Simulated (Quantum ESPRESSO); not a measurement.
Crystal: BN.

```
N B
1.0
     0.00000    1.81300    1.81300
     1.81300    0.00000    1.81300
     1.81300    1.81300    0.00000
N B
1 1
Cartesian
  0.9065 0.9065 0.9065
  0.0000 0.0000 0.0000
```

The cell is a database's computed one.

| Item | Value |
| --- | --- |
| Program | Quantum ESPRESSO 7.5 |
| Task | phonons |
| Functional | PBE |
| Potentials or basis | SPMS 1.0 PBE |
| Cutoff | 1197 eV |
| Density cutoff | 4789 eV |
| k mesh | 8 × 8 × 8, shifted |
| Occupations | fermi-dirac, width 0.05 eV |
| Spin | no spin polarisation |
| Mixing beta | 0.5 |
| Most SCF iterations | 120 |
| SCF threshold | 4e-10 Ry |

The first run showed a gap, so the response started from a second, tighter run with fixed occupations.

Q: What is the highest optical frequency at the zone centre, leaving out the macroscopic field of polar modes?

A: 1025 cm⁻¹, a mode of symmetry T2 (IR and Raman). With the field the highest mode lies at 1262 cm⁻¹.

Optical modes at Γ, degenerate ones joined, polar ones without the macroscopic field:
| cm⁻¹ | components | symmetry | active in | IR intensity, summed ((D/Å)²/amu) |
| --- | --- | --- | --- | --- |
| 1025 | 3 | T2 | IR and Raman | 41.46 |

Zone-centre frequencies without and with the macroscopic field along z (cm⁻¹):
|  | optical modes in rising order |
| --- | --- |
| without | 1025 1025 1025 |
| with the field | 1025 1025 1262 |

Born effective charge tensors (e):
atom 1, N
```
-1.91  0.00  0.00
 0.00 -1.91  0.00
 0.00  0.00 -1.91
```
atom 2, B
```
1.91 0.00 0.00
0.00 1.91 0.00
0.00 0.00 1.91
```
